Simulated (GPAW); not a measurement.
Here is a GPAW 26.7.0 calculation.

run.py

```python
from ase import Atoms
from ase.eos import EquationOfState
from ase.io import Trajectory
from ase.units import GPa
from gpaw import GPAW, PW, setup_paths

setup_paths.insert(0, '.')

atoms = Atoms(['W', 'W', 'C'],
              cell=[[3.070045642, 0.0, 0.0],
                    [-1.535022821, 2.6587375167, 0.0],
                    [0.0, 0.0, 4.678428]],
              scaled_positions=[[0.6666666667, 0.3333333333, 0.253669],
                                [0.3333333333, 0.6666666667, 0.746331],
                                [0.0, 0.0, 0.0]],
              pbc=True)

traj = Trajectory('eos.traj', 'w')
volumes, energies = [], []
for x in [0.94, 0.96, 0.98, 1.0, 1.02, 1.04, 1.06]:
    a = atoms.copy()
    a.set_cell(atoms.cell * x**(1 / 3), scale_atoms=True)
    calc = GPAW(mode=PW(800),
                xc='PBEsol',
                kpts={'size': (8, 8, 5), 'gamma': True},
                occupations={'name': 'fermi-dirac', 'width': 0.05},
                nbands=30,
                convergence={'density': 1e-05, 'energy': 1e-05},
                maxiter=150,
                txt=f'eos-{x:.2f}.txt')
    a.calc = calc
    energies.append(a.get_potential_energy(force_consistent=True))
    volumes.append(a.get_volume())
    p = -a.get_stress()[:3].mean() / GPa
    calc.write(f'eos-{x:.2f}.gpw')
    traj.write(a)
    print(f'{x:.2f} {volumes[-1]:10.4f} A^3 {energies[-1]:14.6f} eV {p:9.3f} GPa', flush=True)

v0, e0, B = EquationOfState(volumes, energies, eos='birchmurnaghan').fit()
print(f'V0 = {v0:.4f} A^3, E0 = {e0:.6f} eV, B0 = {B / GPa:.2f} GPa')
```

Potentials or basis: PAW data sets generated in the run's folder for this functional, pw.

Launch:

```sh
$ gpaw-setup -f PBEsol C W
$ OMP_NUM_THREADS=1 python run.py
```

Problem. Predict the bulk modulus at fixed shape and positions.

Solution. 358 GPa.

Problem. Predict the pressure derivative of the bulk modulus.

Solution. 4.3.

Energy against volume, from the lowest point:
```csv
volume (Å³/atom),energy (meV/atom)
11.965,12.32
12.220,0.00
12.475,0.07
12.729,11.27
12.984,32.43
13.238,62.54
13.493,100.65
```

Caveat: the cell was scaled at fixed shape and fractional positions, which overstates the stiffness of a crystal with free parameters, most of all of layers and chains. The run has no spin-orbit coupling, so splittings on W are missing.
